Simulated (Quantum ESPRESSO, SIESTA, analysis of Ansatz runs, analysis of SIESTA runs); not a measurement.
# C (Fd-3m):H_i (10-fold void), a ladder of methods on one cell (SIESTA), part 2 of 3

Question: at which Fermi levels does H_i (10-fold void) in C (Fd-3m) change its charge, and how much of the answer depends on the k-points? The model is a cell of 64 host atoms with 1 H put in.

SIESTA 5.4.2; SIESTA numerical-orbital DFT, PBEsol, DZP basis, PseudoDojo 0.4.1 potentials converted to PSML; charged supercells in a uniform background, point-charge correction with alignment at far sites.

So far. Step 2 (Band edges): The gap at this level is 4.11 eV.

### 3. Relaxing each charge state

Level of this step: SIESTA numerical-orbital DFT, PBEsol, DZP basis, PseudoDojo 0.4.1 potentials converted to PSML; relaxation of all atoms of a defect supercell (SIESTA).

Each state starts from the atoms near the defect displaced at random, so that no symmetry of the ideal site is imposed. An odd electron count needs spin polarisation, and the total moment is held fixed to keep the state apart from its neighbours in spin. Charge 0 is shown in full.

defect.fdf

```
SystemName                      HC64
SystemLabel                     defect
NumberOfSpecies                 2
NumberOfAtoms                   65
%block ChemicalSpeciesLabel
  1    6 C
  2    1 H
%endblock ChemicalSpeciesLabel
LatticeConstant                 1.0 Ang
%block LatticeVectors
     7.153700000     0.000008000     0.000008000
     0.000008000     7.153700000     0.000008000
     0.000008000     0.000008000     7.153700000
%endblock LatticeVectors
AtomicCoordinatesFormat         Fractional
%block AtomicCoordinatesAndAtomicSpecies
    -0.000000140    -0.000000140    -0.000000140  1
    -0.000862184     0.254865144     0.254943280  1
     0.251536842    -0.006328566     0.247462091  1
     0.247327628     0.256446087     0.000396060  1
     0.120668491     0.129152653     0.128584081  1
     0.119014173     0.377839282     0.372773070  1
     0.376370196     0.127973307     0.368824773  1
     0.379703232     0.371062320     0.128350598  1
     0.003228942    -0.000877302     0.506136238  1
    -0.002883569     0.243633773     0.750101157  1
     0.243301271    -0.000531551     0.751922911  1
     0.256895966     0.248961901     0.500466725  1
     0.129433301     0.130346469     0.624216504  1
     0.129371445     0.370171456     0.872464872  1
     0.370026415     0.122691443     0.879334198  1
     0.375080626     0.379020853     0.619283559  1
    -0.004193609     0.505496734    -0.001025264  1
    -0.001254653     0.743460805     0.252125552  1
     0.245109391     0.501860989     0.245366172  1
     0.247996716     0.755545238    -0.003753523  1
     0.121866982     0.624255655     0.118796759  1
     0.124713668     0.875586076     0.368041180  1
     0.369571541     0.624339965     0.370647281  1
     0.372650440     0.869547183     0.128687468  1
    -0.002183432     0.504824568     0.495438380  1
    -0.000000140     0.749999860     0.749999860  1
     0.253746747     0.502495410     0.755346304  1
     0.252138173     0.743389526     0.500763240  1
     0.130806266     0.628869716     0.625406736  1
     0.125000070     0.875000070     0.875000070  1
     0.371132528     0.627401614     0.880303499  1
     0.369692189     0.871158998     0.627434028  1
     0.502870646    -0.001688758    -0.006144958  1
     0.502818918     0.253366537     0.244562022  1
     0.743401953     0.002229067     0.250591398  1
     0.743384436     0.247860007     0.000713115  1
     0.630524140     0.127894416     0.128155826  1
     0.631874965     0.376252199     0.375139809  1
     0.874030839     0.130402919     0.370673235  1
     0.869653005     0.378760983     0.127473146  1
     0.506534702     0.002320203     0.499126136  1
     0.498314036     0.256219439     0.752706593  1
     0.749999860    -0.000000140     0.749999860  1
     0.752944462     0.248363169     0.493875957  1
     0.627615856     0.118679499     0.623564913  1
     0.618324662     0.372938842     0.874795682  1
     0.875000070     0.125000070     0.875000070  1
     0.871653110     0.379553611     0.620887311  1
     0.495248808     0.495304207     0.002056533  1
     0.505360236     0.750953579     0.254382578  1
     0.753040715     0.494778944     0.246486053  1
     0.749999860     0.749999860    -0.000000140  1
     0.623679425     0.618213335     0.126023639  1
     0.625975894     0.871967183     0.381221083  1
     0.870011298     0.623128543     0.379523477  1
     0.875000070     0.875000070     0.125000070  1
     0.502166232     0.493406085     0.499174884  1
     0.496702625     0.748041352     0.755843161  1
     0.746220298     0.502073096     0.744498209  1
     0.753333036     0.755724942     0.497771641  1
     0.619854353     0.622140531     0.628767865  1
     0.625000070     0.875000070     0.875000070  1
     0.875000070     0.625000070     0.875000070  1
     0.875000070     0.875000070     0.625000070  1
     0.371131320     0.369322326     0.373715962  2
%endblock AtomicCoordinatesAndAtomicSpecies
%block kgrid.MonkhorstPack
    1   0   0  0.25
    0   1   0  0.25
    0   0   1  0.25
%endblock kgrid.MonkhorstPack
XC.Functional                   GGA
XC.Authors                      PBEsol
PAO.BasisSize                   DZP
PAO.EnergyShift                 0.005 Ry
Mesh.Cutoff                     300 Ry
Spin                            polarized
%block DM.InitSpin
    12   0.200
    19   0.200
    34   0.200
    57   0.200
    65   0.200
%endblock DM.InitSpin
Spin.Fix                        true
Spin.Total                      1.0
OccupationFunction              FD
ElectronicTemperature           0.01 eV
MaxSCFIterations                150
SCF.MustConverge                true
SCF.Mixer.Method                Pulay
SCF.Mixer.Weight                0.1
SCF.Mixer.History               10
SCF.DM.Tolerance                3.0e-4
SCF.H.Tolerance                 3.0e-3 eV
WriteForces                     true
Charge.Mulliken                 end
SaveRho                         true
SaveElectrostaticPotential      true
Charge.Hirshfeld                end
Charge.Voronoi                  end
MD.TypeOfRun                    Broyden
MD.Steps                        90
MD.MaxForceTol                  0.04 eV/Ang
MD.MaxDispl                     0.15 Ang
WriteCoorStep                   true
AtomCoorFormatOut               Fractional
```

On the command line:

```
> OMP_NUM_THREADS=1 siesta defect.fdf > defect.out
```

Log:

```text
Version         : 5.4.2

                           ***********************
                           *  WELCOME TO SIESTA  *
                           ***********************

[...]
reinit: Reading from file defect.fdf

reinit: -----------------------------------------------------------------------
reinit: System Name: HC64
reinit: -----------------------------------------------------------------------
reinit: System Label: defect
reinit: -----------------------------------------------------------------------

[...]
initatom: Reading input for the pseudopotentials and atomic orbitals ----------
Species number:   1 Atomic number:    6 Label: C
Species number:   2 Atomic number:    1 Label: H

[... pseudopotential checks and orbital generation ...]

prinput: Basis input

PAO.BasisType split

%block ChemicalSpeciesLabel
    1    6 C                       # Species index, atomic number, species label
    2    1 H                       # Species index, atomic number, species label
%endblock ChemicalSpeciesLabel

%block PAO.Basis                 # Define Basis set
# WARNING: This information might be incomplete!
C                     2                    # Species label, number of l-shells
 n=2   0   2                         # n, l, Nzeta
   4.859      3.157
   1.000      1.000
 n=2   1   2 P   1                   # n, l, Nzeta, Polarization, NzetaPol
   5.984      3.889
   1.000      1.000
H                     1                    # Species label, number of l-shells
 n=1   0   2 P   1                   # n, l, Nzeta, Polarization, NzetaPol
   5.796      3.744
   1.000      1.000
%endblock PAO.Basis

prinput: ----------------------------------------------------------------------

coor:   Atomic-coordinates input format  =     Fractional

[...]
siesta: System type = bulk

initatomlists: Number of atoms, orbitals, and projectors:     65   837   517

[... echo of the settings ...]

siesta: k-grid: Number of k-points = 1
siesta: k-points from Monkhorst-Pack grid
siesta: k-cutoff (effective) =     3.577 Ang
siesta: k-point supercell and displacements
siesta: k-grid:     1     0     0      0.250
siesta: k-grid:     0     1     0      0.250
siesta: k-grid:     0     0     1      0.250

diag: Algorithm                                     = D&C
diag: Absolute tolerance                            =  0.100E-15
diag: Orthogonalization factor                      =  0.100E-05

superc: Internal auxiliary supercell:     3 x     3 x     3  =      27
superc: Number of atoms, orbitals, and projectors:   1755  22599  13959

                     ====================================
                        Begin Broyden opt. move =      0
                     ====================================

[...]
superc: Internal auxiliary supercell:     3 x     3 x     3  =      27
superc: Number of atoms, orbitals, and projectors:   1755  22599  13959

outcell: Unit cell vectors (Ang):
        7.153700    0.000008    0.000008
        0.000008    7.153700    0.000008
        0.000008    0.000008    7.153700

outcell: Cell vector modules (Ang)   :    7.153700    7.153700    7.153700
outcell: Cell angles (23,13,12) (deg):     89.9999     89.9999     89.9999
outcell: Cell volume (Ang**3)        :    366.0936
[...]
Initializing Density Matrix...

[...]
DM filled with atomic data (user-defined):

InitMesh: MESH = 80 x 80 x 80 = 512000
InitMesh: Mesh cutoff (required, used) =   300.000   345.637 Ry

[...]
iscf     Eharris(eV)        E_KS(eV)     FreeEng(eV)     dDmax     Ef_up Ef_dn(eV) dHmax(eV)
   scf:    1   -10198.041763   -10449.755588   -10449.755588  0.860436 -4.001097 -7.384643  1.693425
[...]
scf:    2   -10451.106503   -10450.437004   -10450.437004  0.012972 -3.909103 -7.292952  1.406744
[...]
scf:    3   -10454.320202   -10452.575684   -10452.575684  0.064774 -3.687641 -6.543841  0.833923
[...]
scf:    4   -10452.731089   -10452.667186   -10452.667186  0.011409 -3.668254 -6.395272  0.303453
[...]
scf:    5   -10452.674674   -10452.671232   -10452.671232  0.002009 -3.658768 -6.385386  0.256110
[...]
scf:    6   -10452.673594   -10452.672567   -10452.672567  0.001104 -3.662632 -6.389014  0.204031
[...]
scf:    7   -10452.674555   -10452.673578   -10452.673578  0.001923 -3.662690 -6.388744  0.106187
[...]
scf:    8   -10452.674303   -10452.673928   -10452.673928  0.001909 -3.664224 -6.389924  0.032092
[...]
scf:    9   -10452.674006   -10452.673967   -10452.673967  0.000590 -3.663877 -6.389523  0.015446
[...]
scf:   10   -10452.674005   -10452.673986   -10452.673986  0.000427 -3.664239 -6.389761  0.005911
[...]
spin moment: {S} , |S| = {        0.0        0.0    1.00000 }     1.00000

SCF Convergence by DM+H criterion
max |DM_out - DM_in|         :     0.0002413440
max |H_out - H_in|      (eV) :     0.0020573129
SCF cycle converged after 11 iterations

Using DM_out to compute the final energy and forces

siesta: E_KS(eV) =           -10452.6740

siesta: E_KS - E_eggbox =    -10452.6740

siesta: Atomic forces (eV/Ang):
[... rows ...]
   Tot    0.005775    0.003708   -0.000982
   Max    3.492028
   Res    1.344992    sqrt( Sum f_i^2 / 3N )
   Max    3.492028    constrained

[...]
Max    0.055074    constrained

Stress tensor Voigt[x,y,z,yz,xz,xy] (kbar):      -32.66      -32.62      -32.63       25.90       25.93       25.91
[...]
====================================
                        Begin Broyden opt. move =      8
                     ====================================

[...]
Re-using DM from previous geometries...
Number of DMs in history: 1
 DM extrapolation coefficients:
1   1.00000
New DM after history re-use:

[...]
iscf     Eharris(eV)        E_KS(eV)     FreeEng(eV)     dDmax     Ef_up Ef_dn(eV) dHmax(eV)
[...]
scf:    3   -10455.875675   -10455.875647   -10455.875647  0.000367 -3.376764 -6.516113  0.001022
[...]
scf:    4   -10455.875647   -10455.875647   -10455.875647  0.000010 -3.376759 -6.516109  0.000655
     spin moment: {S} , |S| = {        0.0        0.0    1.00000 }     1.00000

SCF Convergence by DM+H criterion
[...]
SCF cycle converged after 4 iterations

[...]
siesta: E_KS(eV) =           -10455.8756

siesta: Atomic forces (eV/Ang):
[... rows ...]
   Tot   -0.012410    0.005145    0.000312
   Max    0.042975
   Res    0.003800    sqrt( Sum f_i^2 / 3N )
   Max    0.042975    constrained

Stress tensor Voigt[x,y,z,yz,xz,xy] (kbar):      -32.67      -32.62      -32.64       25.90       25.93       25.90
[...]
====================================
                        Begin Broyden opt. move =      9
                     ====================================

[...]
Re-using DM from previous geometries...
Number of DMs in history: 1
 DM extrapolation coefficients:
1   1.00000
New DM after history re-use:

[...]
iscf     Eharris(eV)        E_KS(eV)     FreeEng(eV)     dDmax     Ef_up Ef_dn(eV) dHmax(eV)
   scf:    1   -10455.875789   -10455.875745   -10455.875745  0.000507 -3.376658 -6.516026  0.003686
[...]
scf:    2   -10455.875690   -10455.875730   -10455.875730  0.000048 -3.376778 -6.516101  0.009834
[...]
scf:    3   -10455.875752   -10455.875748   -10455.875748  0.000035 -3.376686 -6.516044  0.000820
     spin moment: {S} , |S| = {        0.0        0.0    1.00000 }     1.00000

SCF Convergence by DM+H criterion
[...]
SCF cycle converged after 3 iterations

[...]
siesta: E_KS(eV) =           -10455.8757

siesta: Atomic forces (eV/Ang):
     1   -0.001353   -0.001127   -0.000035
     2   -0.000316   -0.000751   -0.000093
     3    0.000130    0.000893    0.000345
     4   -0.000395   -0.002358   -0.000288
     5   -0.001737   -0.001324   -0.000103
     6   -0.000273   -0.000178    0.000772
     7   -0.001299    0.004378   -0.000346
     8   -0.000459   -0.001031   -0.000406
     9    0.000261   -0.001423    0.000016
    10    0.000050   -0.002087   -0.001878
[...]
61    0.000077    0.000715    0.000854
    62   -0.000492   -0.000036   -0.000817
    63   -0.000231   -0.000592   -0.000580
    64    0.000061   -0.000956    0.001005
    65    0.013714    0.033057    0.003082
   Tot   -0.012698    0.004526    0.000470
   Max    0.033057
   Res    0.002831    sqrt( Sum f_i^2 / 3N )
   Max    0.033057    constrained

Stress tensor Voigt[x,y,z,yz,xz,xy] (kbar):      -32.66      -32.61      -32.64       25.90       25.92       25.87
[...]
outcoor: Relaxed atomic coordinates (fractional):
   -0.00064327   -0.00010100   -0.00023832   1       1  C
   -0.00145446    0.24961016    0.24948875   1       2  C
    0.24905766   -0.00093996    0.24948266   1       3  C
    0.24906846    0.24962470   -0.00102264   1       4  C
    0.12464039    0.12517997    0.12505400   1       5  C
    0.12085702    0.37526602    0.37514456   1       6  C
    0.37473078    0.12131345    0.37515585   1       7  C
    0.37471894    0.37527098    0.12132064   1       8  C
   -0.00090930   -0.00035066    0.49983423   1       9  C
   -0.00088579    0.24966753    0.75004545   1      10  C
[...]
0.74950712    0.75004333    0.49966241   1      60  C
    0.62549300    0.62602868    0.62591396   1      61  C
    0.62441379    0.87505277    0.87493995   1      62  C
    0.87451112    0.62496757    0.87494559   1      63  C
    0.87450214    0.87505859    0.62482789   1      64  C
    0.37268092    0.37272985    0.37338272   2      65  H

[...]
siesta: Final energy (eV):
siesta:  Band Struct. =   -3873.306142
siesta:       Kinetic =    7260.590638
siesta:       Hartree =     814.365609
[...]
siesta:         Exch. =   -3379.894958
siesta:         Corr. =    -374.023715
[...]
siesta:   Exch.-corr. =   -3753.918673
siesta:  Ion-electron =   -8614.163312
siesta:       Ion-ion =   -6162.750009
[...]
siesta:         Total =  -10455.875748
siesta:      Fermi_up =      -3.376686
siesta:      Fermi_dn =      -6.516044

siesta: Stress tensor (static) (eV/Ang**3):
siesta:    -0.020385    0.016144    0.016175
siesta:     0.016144   -0.020354    0.016165
siesta:     0.016176    0.016165   -0.020374

siesta: Cell volume =        366.093628 Ang**3

siesta: Pressure (static):
siesta:                Solid            Molecule  Units
siesta:           0.00022187          0.00022126  Ry/Bohr**3
siesta:           0.02037091          0.02031492  eV/Ang**3
siesta:          32.63779821         32.54808398  kBar

[...]
mulliken: Qtot =      129.000

[...]
mulliken: Qtot =      128.000

Mulliken Atomic Populations:
Atom #   charge [q] valence [e]      Sz [e]  Species
     1     0.004036    3.995964    0.000861  C
     2    -0.013313    4.013313    0.004902  C
     3    -0.013488    4.013488    0.004942  C
     4    -0.013221    4.013221    0.004882  C
     5    -0.003457    4.003457    0.006117  C
     6    -0.005998    4.005998    0.023139  C
     7    -0.005505    4.005505    0.023486  C
     8    -0.006335    4.006335    0.022941  C
     9    -0.001964    4.001964    0.002225  C
    10    -0.003058    4.003058    0.001862  C
[...]
60    -0.003518    4.003518    0.001932  C
    61    -0.027071    4.027071    0.036002  C
    62     0.000990    3.999010    0.001337  C
    63     0.000982    3.999018    0.001315  C
    64     0.000984    3.999016    0.001350  C
    65     0.184972    0.815028    0.500922  H
 Total     0.000000                1.000000

[...]
Job completed
```

Run time: 68 min. Hardware: 1 MPI rank of Arm Neoverse V1, shared host; peak memory 1.5 GiB.

The steps and moves of this run count from the displaced start.

Relaxation path:

| step | energy less that of the first step (eV) | largest force (eV/Å) |
| --- | --- | --- |
| 0 | 0.0000 | 3.7422 |
| 1 | -2.7082 | 1.8158 |
| 2 | -3.1180 | 0.4037 |
| 3 | -3.1701 | 0.2797 |
| 4 | -3.1882 | 0.1730 |
| 5 | -3.1978 | 0.0926 |
| 6 | -3.2008 | 0.0751 |
| 7 | -3.2014 | 0.0592 |
| 8 | -3.2016 | 0.0463 |
| 9 | -3.2017 | 0.0359 |

The atoms that moved most (Å):

| atom | dx | dy | dz | length |
| --- | --- | --- | --- | --- |
| C16 | -0.005 | -0.029 | 0.068 | 0.074 |
| C8 | -0.036 | 0.030 | -0.050 | 0.069 |
| C7 | -0.012 | -0.048 | 0.045 | 0.067 |
| C13 | -0.044 | -0.046 | 0.018 | 0.066 |
| C28 | -0.023 | 0.053 | -0.006 | 0.058 |
| C12 | -0.057 | 0.003 | -0.001 | 0.057 |
| C41 | -0.049 | -0.026 | 0.007 | 0.056 |
| C23 | 0.035 | 0.031 | 0.030 | 0.056 |

Neighbours of H65 at the end:

| atom | distance (Å) |
| --- | --- |
| C12 | 1.545 |
| C34 | 1.548 |
| C19 | 1.552 |
| C57 | 1.577 |
| C7 | 1.799 |
| C6 | 1.802 |
| C8 | 1.803 |
| C16 | 1.827 |
| C38 | 1.828 |
| C23 | 1.832 |

Energies on the run's own zero. States near gap, by row:

| spin | k | band | energy (eV) | filled by count |
| --- | --- | --- | --- | --- |
| up | 0 | 125 | -8.022 | 1 |
| up | 0 | 126 | -8.022 | 1 |
| up | 0 | 127 | -6.838 | 1 |
| up | 0 | 128 | -6.837 | 1 |
| up | 0 | 129 | -3.963 | 1 |
| up | 0 | 130 | -1.237 | 0 |
| up | 0 | 131 | -1.237 | 0 |
| up | 0 | 132 | -1.115 | 0 |
| up | 0 | 133 | -1.003 | 0 |
| down | 0 | 124 | -8.011 | 1 |
| down | 0 | 125 | -8.005 | 1 |
| down | 0 | 126 | -8.005 | 1 |
| down | 0 | 127 | -6.823 | 1 |
| down | 0 | 128 | -6.823 | 1 |
| down | 0 | 129 | -2.786 | 0 |
| down | 0 | 130 | -1.222 | 0 |
| down | 0 | 131 | -1.222 | 0 |
| down | 0 | 132 | -1.088 | 0 |

The states that were run, at one point at (¼, ¼, ¼), on 1 MPI rank of Arm Neoverse V1, shared host:

| charge | moment (μB) | outcome | structures computed | largest displacement of a host atom from its site (Å) | lowest empty less highest filled level (eV) | time |
| --- | --- | --- | --- | --- | --- | --- |
| +1 | 0 | converged | 11 | 0.03 | 2.28 | 44 min |
| −1 | 0 | converged | 13 | 0.07 | 1.79 | 51 min |
| 0 | 1 | converged | 10 | 0.03 | 1.18 | 68 min |

Against the host's sites the lattice moves most at charge −1 (0.07 Å); the smallest move among the states is 0.03 Å.

### 4. Corrections and levels

A charged cell interacts with its images and the background. The point-charge term, screened by the static dielectric constant, takes that out, and the potential far from the defect is aligned with the host's. Chemical potentials: C (diamond) and H (H2 molecule), run alike.

By state, in eV; the first energy still holds the atoms taken out or put in:

| charge | moment (μB) | energy over the host, electrons at the valence top | point-charge term | potential shift at far sites | its spread | correction |
| --- | --- | --- | --- | --- | --- | --- |
| −1 | 0 | -6.609 | 0.492 | 0.054 | 0.042 | 0.438 |
| 0 | 1 | -9.786 | 0.000 | - | - | 0.000 |
| +1 | 0 | -11.618 | 0.492 | -0.100 | 0.016 | 0.393 |

Potentials at atomic sites for charge −1, some of the atoms; distances and the model charge refer to the site on which the defect was built:

| atom | distance from that site (Å) | potential less the host's (eV) | point-charge model (eV) |
| --- | --- | --- | --- |
| C12 | 1.481 | 0.307 | 0.721 |
| C23 | 1.816 | -0.021 | 0.434 |
| C50 | 2.970 | -0.107 | -0.017 |
| C2 | 2.976 | -0.084 | -0.018 |
| C45 | 3.097 | -0.045 | -0.069 |
| C59 | 3.893 | -0.132 | -0.166 |
| C33 | 3.900 | -0.082 | -0.167 |
| C55 | 3.997 | -0.133 | -0.123 |
| C15 | 3.999 | -0.097 | -0.123 |
| C52 | 4.643 | -0.162 | -0.241 |
| C47 | 5.362 | -0.129 | -0.241 |

Over the charge states the far sites scatter by a standard deviation of up to 0.04 eV about the model once its mean shift is taken off, which is the uncertainty of the alignment.

Chemical potentials of the elements' reference phases in the same program. Formation energies (elemental references), with the Fermi level at the valence top and at the conduction bottom (gap 4.11 eV):

| charge | at valence top (eV) | at conduction bottom (eV) | correction included (eV) |
| --- | --- | --- | --- |
| +1 | 4.25 | 8.35 | 0.39 |
| 0 | 5.68 | 5.68 | 0.00 |
| −1 | 9.30 | 5.19 | 0.44 |

Fermi level (eV), lowest formation energy (eV) and a bar from the least value:
```
     0.00       4.25 
     0.37       4.62 ########
     0.75       4.99 ################
     1.12       5.36 #######################
     1.49       5.68 ##############################
     1.87       5.68 ##############################
     2.24       5.68 ##############################
     2.61       5.68 ##############################
     2.99       5.68 ##############################
     3.36       5.68 ##############################
     3.73       5.57 ############################
     4.11       5.19 ####################
```

So at this level: (+1/0) at 1.44 eV (1.83 without the correction) and (0/−1) at 3.61 eV (3.18 without the correction), in a gap of 4.11 eV.

(Part 2 of 3 ends here.)

[Logs are printed without paths, hosts, clocks, repeated set-up lines and the standing remarks that a program may print on its own settings, such as how far it seeks lower states.]

[Hosts, paths, dates, database ids (printed as entryN), source tags and the programs' standing remarks are cut or masked in the printed files.]

[For some hosts the program warned that the k-mesh of the response run may be too coarse for force constants and the static dielectric constant; such warnings are not shown here.]

[Charge tables in the logs are Mulliken or Hirshfeld populations, whose sizes and signs can differ; where basis functions stand at a vacancy, SIESTA counts their charge against the missing atom's valence.]

[In relaxation paths of CP2K, step 0 can be the structure after the first move, since the trajectory file begins there, and the last row can be the final structure solved once more.]
